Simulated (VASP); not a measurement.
Tc:

```xyz
1
Lattice="0.0000 1.9500 1.9500 1.9500 0.0000 1.9500 1.9500 1.9500 0.0000" Properties=species:S:1:pos:R:3 pbc="T T T"
Tc    0.0000    0.0000    0.0000
```

This isn't the form of Tc at room conditions, which is hcp.

```yaml
Program: VASP 6.6.1
Task: relaxation of cell and atoms
Functional: PBE
Dispersion: D3
Potentials_or_basis: VASP PAW PBE potentials, release 64 (Tc)
Cutoff: 580 eV
k_mesh: 12 × 12 × 12
Occupations: methfessel-paxton, width 0.2 eV
Spin: no spin polarisation
Hubbard_terms: Tc d U = 5 eV, J = 0.5 eV
```

At the start: pressure -18.4 GPa; volume 14.83 Å³/atom.

Question: How do energy, volume and symmetry change on relaxing?

Answer: Over 17 steps the energy falls by 68.1 meV/atom and the volume is 13.73 Å³/atom (-7.4 %); space group Fm-3m (No. 225, to 0.05 Å).

The path:
```csv
step,energy change (eV),largest force (eV/Å),pressure (GPa),volume (Å³)
1,0.0000,0.0000,-18.39,14.83
2,-0.0600,0.0000,-6.90,14.09
3,-0.0440,0.0000,13.79,13.15
4,-0.0526,0.0000,10.89,13.26
5,-0.0633,0.0000,5.96,13.46
6,-0.0681,0.0000,0.26,13.72
7,-0.0639,0.0000,-5.00,13.99
8,-0.0642,0.0000,-4.79,13.98
9,-0.0649,0.0000,-4.36,13.95
10,-0.0657,0.0000,-3.74,13.92
11,-0.0666,0.0000,-2.95,13.88
12,-0.0674,0.0000,-2.02,13.83
13,-0.0679,0.0000,-0.98,13.78
14,-0.0681,0.0000,0.12,13.73
15,-0.0681,0.0000,0.12,13.73
16,-0.0681,0.0000,0.12,13.73
17,-0.0681,0.0000,0.11,13.73
```

Final structure:
```yaml
crystal:
  lattice:
    - [0.00000, 1.90056, 1.90056]
    - [1.90056, 0.00000, 1.90056]
    - [1.90056, 1.90056, 0.00000]
  atoms:
    - { symbol: Tc, position: [0.00000, 0.00000, 0.00000] }
```

Caveat: U without spin polarisation on a metal has little footing; pairwise dispersion overbinds metals, which lowers pressure and volume; the U is typed as a test and isn't derived for this compound.
